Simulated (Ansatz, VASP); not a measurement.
**Two plane-wave programs on Al**

```
Al
1.0
     3.96829    0.00000    0.00000
    -1.98415    3.43664    0.00000
     0.00000    0.00000    5.04737
Al
4
Direct
  0.00000 0.00000 0.00000
  0.00000 0.00000 0.50000
  0.33333 0.66667 0.25000
  0.66667 0.33333 0.75000
```

Alike in both runs: functional PBE; k mesh 10 × 10 × 6; occupations fermi-dirac, width 0.1 eV; no spin polarisation.

Ansatz relaxed the structure, and its values are those at the end. VASP's run is a single point on that final structure, the one shown.

|  | VASP | Ansatz |
| --- | --- | --- |
| version | VASP 6.6.1 | Ansatz 0.2.0 |
| potentials or method | VASP PAW PBE potentials, release 64 (Al) | PAW with Ansatz's default frozen-core files, scalar-relativistic |
| plane-wave cutoff (eV) | 520 | 420 |
| valence electrons in the cell | 12 | 12 |

|  | VASP | Ansatz | Ansatz less VASP |
| --- | --- | --- | --- |
| pressure (GPa) | 13.0 | 13.0 | +0.01 |
